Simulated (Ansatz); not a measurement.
# Ge (Fd-3m) in Ansatz: notebook

Runs on Ge. Level: PBEsol+D4. Tasks: single point, equation of state.

All numbers are computed with Ansatz 0.2.0; they aren't measurements. Logs are shortened: lines on timing, memory, paths and dates and some standing lists are left out, and cuts for length are marked.

**Experimental background.**

From “Sub-monolayer structures of Ag overlayers on Ge(111): experimental observations and first-principles study”, 2019, arxiv:1908.00180, for a bulk crystal of Ge: bulk modulus 75.8 GPa.

The runs below are set against these values where they give the same quantity.

### Step 1. The crystal as given

The structure is cubic, space group Fd-3m (No. 227). The conventional cell has a = 5.658 Å, b = 5.658 Å, c = 5.658 Å, α = 90.00°, β = 90.00°, γ = 90.00°. Ge (site symmetry -43m) is surrounded by 4 Ge at 2.45 Å.

### Step 2. Single point, PBEsol+D4, 21.28 Å³/atom (volume scaled by 0.94)

input.yaml

```yaml
crystal:
  lattice:
    - [0.0, 2.7711609388, 2.7711609388]
    - [2.7711609388, 0.0, 2.7711609388]
    - [2.7711609388, 2.7711609388, 0.0]
  atoms:
    - { symbol: Ge, position: [0.75, 0.75, 0.75] }
    - { symbol: Ge, position: [0.5, 0.5, 0.5] }
hamiltonian:
  xc: pbesol
  pseudopotentials: { kind: paw }
  dispersion: d4
kpoints:
  mp_grid: { grid: [8, 8, 8] }
scf:
  occupations: { method: fermi_dirac, width: 0.05 }
output:
  forces: true
  stress: true
  eigenvalues: true
```

Potentials or basis: Ansatz PAW.

Run with:

```bash
> ansatz run input.yaml --threads 2 --pin off --max-ram 5120MiB --backend cpu --events-out ev --progress --plain --runs-dir out
```

What it wrote:

```text
Warning: RAYON_NUM_THREADS=2 ignored (pool sized by the plan → 2); use --threads N
Engine: ansatz 0.2.0, x86_64-unknown-linux-gnu
Pseudopotentials: kind: paw
Pseudopotential: Ge, paw, valence charge 14, recommended cutoff 420 eV (normal), Ge.paw.azcp
Functional definition: PBEsol
  exchange = pbesol_x
  correlation = pbesol_c
Crystal: 2 atoms, lattice volume = 42.561 Å³
Basis set: ecut = 420 eV, 869 PW (Γ), exchange–correlation on 54×54×54 points (8 copies of the dense FFT grid, shifted against one another)
Bands: 18, of which v1, the nominal top of the filled ones, is band 14 counted from 1 (13 counted from 0)
Symmetry: 48 space group operations
Space group: Fd-3m (ITA 227), of the structure as read, at distance tolerance 3.5e-5 Å
k-points: 29 of 512
Non-local potential: Ge, projectors of the file, l = 0: 2, l = 1: 2, l = 2: 3, l = 3: 1
PAW form: soft (Blöchl's): semilocal exchange-correlation on the pseudo side does not see the compensation charge
PAW frozen core: Ge, regenerated for the run's functional, and the local potential with it (the file was generated under x = pbe(κ = 0.804, μ = 0.2195149727645171), c = pbe(β = 0.06672455060314922))
PAW one-centre angular grid: Ge, 590 points (default); XC on 64 Gauss nodes
Initial density: superposition of atomic densities (neutral atoms: chi_scale 0, normalization atom), corrected by the library's trained network
Initial wavefunctions: pseudopotential atomic-orbital guess
Functional: x = pbesol(κ = 0.804, μ = 0.12345679012345678), c = pbesol(β = 0.046)
SCF iter   1: F=—  HF=-8507.328456 eV  |F-HF|=—  |Δ(HF+E_count)|=         —  Δρ=1.97e-3  dr2=1.57e-3  ethr=1.77e-3  ⟨swp⟩=6.0  Hψ=2474  notcnv=0
preconditioner: auto → none  [insulator: Δε(μ)=0.310 eV  Ē_g=23.636 eV  σ=0.050 eV  W_gap=0.91  n_scr=14 (ndim 8)  ℏωp=30.1 eV  f_vac=0.053  D(μ)=0.03/eV (n_scr^D=0)  ε∞_Penn≈2.6]
SCF iter   2: F=—  HF=-8507.327220 eV  |F-HF|=—  |Δ(HF+E_count)|=   1.24e-3  Δρ=1.01e-3  dr2=2.61e-4  ethr=5.61e-6  ⟨swp⟩=2.9  Hψ=1139  notcnv=0
SCF iter   3: F=—  HF=-8507.327306 eV  |F-HF|=—  |Δ(HF+E_count)|=   8.61e-5  Δρ=2.29e-4  dr2=1.59e-5  ethr=9.34e-7  ⟨swp⟩=2.0  Hψ=928  notcnv=0
SCF iter   4: F=—  HF=-8507.327299 eV  |F-HF|=—  |Δ(HF+E_count)|=   7.03e-6  Δρ=1.74e-4  dr2=6.10e-6  ethr=5.69e-8  ⟨swp⟩=2.0  Hψ=933  notcnv=0
SCF iter   5: F=—  HF=-8507.327292 eV  |F-HF|=—  |Δ(HF+E_count)|=   6.29e-6  Δρ=6.81e-5  dr2=9.52e-7  ethr=2.18e-8  ⟨swp⟩=2.0  Hψ=853  notcnv=0
SCF iter   6: F=-8507.327291 eV  HF=-8507.327291 eV  |F-HF|=9.16e-8  |Δ(HF+E_count)|=   1.03e-6  Δρ=1.38e-5  dr2=3.26e-8  ethr=3.57e-10  ⟨swp⟩=2.6  Hψ=1993  notcnv=0
SCF 1 converged in 6 iterations: F = -8507.327291 eV  dr2 = 3.26e-8
SCF converged after 6 iterations
Free energy (F): -8507.327291 eV
Harris-Foulkes:  -8507.327291 eV  (|F-HF|=9.16e-8)
Internal energy: -8507.326986 eV  (E = F + TS)
E sigma→0 (E₀):  -8507.327139 eV
Entropy (-TS):   -0.000305 eV (-0.153 meV/atom)
Fermi energy:    9.430331 eV
--- Per-component energies (eV) ---
  E_band       = -281.969718
  E_kinetic    = 225.146070
  E_local      = -4854.803288  (includes V_loc(G=0)·N_el)
  E_nonlocal   = 841.436698
  E_hartree    = 2132.481224
  E_xc         = -150.945949
  E_vxc        = -130.799932  (∫ρ·V_xc dr)
  E_paw        = -3958.950035  (= ΣΔE_a)
  E_vpaw       = -627.928083  (= ΣTr[D̂ρ^β])
  E_aug_tail   = 0.000824  (compensation charges beyond the density's cutoff)
  E_ewald      = -2743.132721
  E_disp       = -0.395683  (pairwise vdW)
  E_core_change = 1.835872  (= ΣΔE_core)
  E_smearing   = -0.000305  (= −TS)
  E_closure    = -0.000000  (closes the sum)
  Σ components = -8507.327291   (vs F -8507.327291, Δ=0.00e0)
--- Forces (eV/Å), atoms counted from 1 ---
  atom   1  Ge     0.00000000    -0.00000000    -0.00000000
  atom   2  Ge     0.00000000     0.00000000    -0.00000000
  max |Σ_I F_I| component: 2.54e-17 eV/Å
--- Stress (GPa, compression-positive) ---
        4.251841      -0.000000       0.000000
       -0.000000       4.251841       0.000000
        0.000000       0.000000       4.251841
  P = ⅓ Tr σ = 4.2518 GPa (42.518 kbar)
--- Band table (eV; the first three rows and the last of 29) ---
  k-point 0: bands = ["-15.6207", "-15.6207", "-15.6207", "-15.5795", "-15.5795", "-15.3318", "-15.3318", "-15.3318", "-15.3122", "-15.3122", "-3.9949", "9.2909", "9.2909", "9.2909", "9.8470", "11.8383", "11.8383", "11.8383"]
  k-point 1: bands = ["-15.6304", "-15.6304", "-15.6179", "-15.5658", "-15.5658", "-15.3445", "-15.3445", "-15.3353", "-15.3016", "-15.3016", "-3.7926", "6.9812", "8.9240", "8.9240", "10.5722", "12.3227", "12.3227", "12.9487"]
  k-point 2: bands = ["-15.6422", "-15.6422", "-15.6108", "-15.5454", "-15.5454", "-15.3600", "-15.3600", "-15.3438", "-15.2901", "-15.2901", "-3.2037", "4.4565", "8.3370", "8.3370", "10.1164", "12.9708", "12.9708", "15.2243"]
  k-point 28: bands = ["-15.6766", "-15.6766", "-15.5113", "-15.5113", "-15.4525", "-15.4525", "-15.4141", "-15.4141", "-15.2514", "-15.2514", "0.2636", "0.2636", "5.0469", "5.0469", "13.8184", "13.8184", "13.9601", "13.9601"]
```

Run time: 0.75 s. Hardware: 2 threads of Intel Xeon at 2.80GHz (Skylake/Cascade Lake), shared host; peak memory 0.35 GiB.

What came out:

```yaml
Free_energy: -8507.3273 eV
Pressure: 4.3 GPa
Band_gap_on_the_k_mesh: 0.31 eV, indirect (least direct gap 0.56 eV)
```

Caveat: the PAW data sets come from PBE, with cores solved anew for the run's functional, which leaves a small shift of forces and pressure.

### Step 3. Single point, PBEsol+D4, 21.73 Å³/atom (volume scaled by 0.96)

Edit input.yaml of step 2 so:

```diff
@@ -2,5 +2,5 @@
   lattice:
-    - [0.0, 2.7711609388, 2.7711609388]
-    - [2.7711609388, 0.0, 2.7711609388]
-    - [2.7711609388, 2.7711609388, 0.0]
+    - [0.0, 2.7906767997, 2.7906767997]
+    - [2.7906767997, 0.0, 2.7906767997]
+    - [2.7906767997, 2.7906767997, 0.0]
   atoms:
```

Potentials or basis: Ansatz PAW.

Run with:

```bash
> ansatz run input.yaml --threads 2 --pin off --max-ram 5120MiB --backend cpu --events-out ev --progress --plain --runs-dir out
```

Run time: 0.71 s. Hardware: 2 threads of Intel Xeon at 2.80GHz (Skylake/Cascade Lake), shared host; peak memory 0.35 GiB.

The run converged. Its results:

```
Free energy            : -8507.3460 eV
Pressure               : 2.4 GPa
Band gap on the k mesh : 0.24 eV, indirect (least direct gap 0.36 eV)
```

Caveat: the PAW data sets come from PBE, with cores solved anew for the run's functional, which leaves a small shift of forces and pressure.

### Step 4. Single point, PBEsol+D4, 22.19 Å³/atom (volume scaled by 0.98)

Edit input.yaml of step 3 so:

```diff
@@ -2,5 +2,5 @@
   lattice:
-    - [0.0, 2.7906767997, 2.7906767997]
-    - [2.7906767997, 0.0, 2.7906767997]
-    - [2.7906767997, 2.7906767997, 0.0]
+    - [0.0, 2.8099234548, 2.8099234548]
+    - [2.8099234548, 0.0, 2.8099234548]
+    - [2.8099234548, 2.8099234548, 0.0]
   atoms:
@@ -20 +20,5 @@
   eigenvalues: true
+  write_density: true
+  write_potential: true
+  elf: true
+  volumetric_format: npy
```

Run with:

```bash
> ansatz run input.yaml --threads 2 --pin off --max-ram 5120MiB --backend cpu --events-out ev --progress --plain --runs-dir out
```

Wall time 0.92 s (2 threads of Intel Xeon at 2.80GHz (Skylake/Cascade Lake), shared host); peak memory 0.35 GiB.

Results (log left out):

| Property | Result |
| --- | --- |
| Free energy | -8507.3551 eV |
| Pressure | 0.8 GPa |
| Band gap on the k mesh | 0.17 eV, direct |

Caveat: the PAW data sets come from PBE, with cores solved anew for the run's functional, which leaves a small shift of forces and pressure.

### Step 5. Single point, PBEsol+D4, 22.64 Å³/atom

input.yaml

```yaml
crystal:
  lattice:
    - [0.0, 2.82891, 2.82891]
    - [2.82891, 0.0, 2.82891]
    - [2.82891, 2.82891, 0.0]
  atoms:
    - { symbol: Ge, position: [0.75, 0.75, 0.75] }
    - { symbol: Ge, position: [0.5, 0.5, 0.5] }
hamiltonian:
  xc: pbesol
  pseudopotentials: { kind: paw }
  dispersion: d4
kpoints:
  mp_grid: { grid: [8, 8, 8] }
scf:
  occupations: { method: fermi_dirac, width: 0.05 }
output:
  forces: true
  stress: true
  eigenvalues: true
```

Run with:

```bash
> ansatz run input.yaml --threads 2 --pin off --max-ram 5120MiB --backend cpu --events-out ev --progress --plain --runs-dir out
```

Run time: 0.82 s. Hardware: 2 threads of Intel Xeon at 2.80GHz (Skylake/Cascade Lake), shared host; peak memory 0.35 GiB.

The run converged. Its results:

```yaml
Free_energy: -8507.3557 eV
Pressure: -0.6 GPa
Band_gap_on_the_k_mesh: none (metal or under the smearing width)
```

Caveat: pairwise dispersion overbinds metals, which lowers pressure and volume; the PAW data sets come from PBE, with cores solved anew for the run's functional, which leaves a small shift of forces and pressure.

### Step 6. Single point, PBEsol+D4, 23.09 Å³/atom (volume scaled by 1.02)

Edit input.yaml of step 5 so:

```diff
@@ -2,5 +2,5 @@
   lattice:
-    - [0.0, 2.82891, 2.82891]
-    - [2.82891, 0.0, 2.82891]
-    - [2.82891, 2.82891, 0.0]
+    - [0.0, 2.8476450493, 2.8476450493]
+    - [2.8476450493, 0.0, 2.8476450493]
+    - [2.8476450493, 2.8476450493, 0.0]
   atoms:
```

Potentials or basis: Ansatz PAW.

Run with:

```bash
> ansatz run input.yaml --threads 2 --pin off --max-ram 5120MiB --backend cpu --events-out ev --progress --plain --runs-dir out
```

Run time: 0.75 s. Hardware: 2 threads of Intel Xeon at 2.80GHz (Skylake/Cascade Lake), shared host; peak memory 0.35 GiB.

It converged, with:

- Free energy: -8507.3489 eV
- Pressure: -1.8 GPa
- Band gap on the k mesh: none (metal or under the smearing width)

Caveat: pairwise dispersion overbinds metals, which lowers pressure and volume; the PAW data sets come from PBE, with cores solved anew for the run's functional, which leaves a small shift of forces and pressure.

### Step 7. Single point, PBEsol+D4, 23.54 Å³/atom (volume scaled by 1.04)

Edit input.yaml of step 6 so:

```diff
@@ -2,5 +2,5 @@
   lattice:
-    - [0.0, 2.8476450493, 2.8476450493]
-    - [2.8476450493, 0.0, 2.8476450493]
-    - [2.8476450493, 2.8476450493, 0.0]
+    - [0.0, 2.8661367691, 2.8661367691]
+    - [2.8661367691, 0.0, 2.8661367691]
+    - [2.8661367691, 2.8661367691, 0.0]
   atoms:
```

Run with:

```bash
> ansatz run input.yaml --threads 2 --pin off --max-ram 5120MiB --backend cpu --events-out ev --progress --plain --runs-dir out
```

Run time: 0.74 s. Hardware: 2 threads of Intel Xeon at 2.80GHz (Skylake/Cascade Lake), shared host; peak memory 0.36 GiB.

The run converged. Its results:

```
Free energy            : -8507.3353 eV
Pressure               : -3.0 GPa
Band gap on the k mesh : none (metal or under the smearing width)
```

Caveat: pairwise dispersion overbinds metals, which lowers pressure and volume; the PAW data sets come from PBE, with cores solved anew for the run's functional, which leaves a small shift of forces and pressure.

### Step 8. Single point, PBEsol+D4, 24.00 Å³/atom (volume scaled by 1.06)

Edit input.yaml of step 7 so:

```diff
@@ -2,5 +2,5 @@
   lattice:
-    - [0.0, 2.8661367691, 2.8661367691]
-    - [2.8661367691, 0.0, 2.8661367691]
-    - [2.8661367691, 2.8661367691, 0.0]
+    - [0.0, 2.8843929095, 2.8843929095]
+    - [2.8843929095, 0.0, 2.8843929095]
+    - [2.8843929095, 2.8843929095, 0.0]
   atoms:
```

Run with:

```bash
> ansatz run input.yaml --threads 2 --pin off --max-ram 5120MiB --backend cpu --events-out ev --progress --plain --runs-dir out
```

It took 0.73 s on 2 threads of Intel Xeon at 2.80GHz (Skylake/Cascade Lake), shared host; peak memory 0.36 GiB.

Results (log left out):

```yaml
Free_energy: -8507.3158 eV
Pressure: -4.0 GPa
Band_gap_on_the_k_mesh: none (metal or under the smearing width)
```

Caveat: pairwise dispersion overbinds metals, which lowers pressure and volume; the PAW data sets come from PBE, with cores solved anew for the run's functional, which leaves a small shift of forces and pressure.

### Step 9. Equation of state, PBEsol+D4

Potentials or basis: Ansatz PAW.

No new run: the results of the series are fitted here.

What came out:

- Equilibrium volume: 22.45 Å³/atom
- Bulk modulus: 69 GPa
- Pressure derivative of the bulk modulus: 4.9 (rough: it moves with the points fitted)

Energy against volume, from the lowest point:
| volume (Å³/atom) | energy (meV/atom) |
| --- | --- |
| 21.281 | 14.20 |
| 21.733 | 4.82 |
| 22.186 | 0.30 |
| 22.639 | 0.00 |
| 23.092 | 3.40 |
| 23.545 | 10.18 |
| 23.997 | 19.96 |

### Step 10. How close it comes

Step 9. Against the measured bulk modulus of Ge, 75.8 GPa (quoted in “Sub-monolayer structures of Ag overlayers on Ge(111): experimental observations and first-principles study”, 2019, arxiv:1908.00180), the calculated 69 GPa is off by -8.5 %. The fit is for a static lattice scaled at fixed shape and fixed fractional positions. The cell as given is a measured one (22.64 Å³/atom); PBEsol+D4 puts the equilibrium volume -0.8 % from it, thermal expansion not counted.
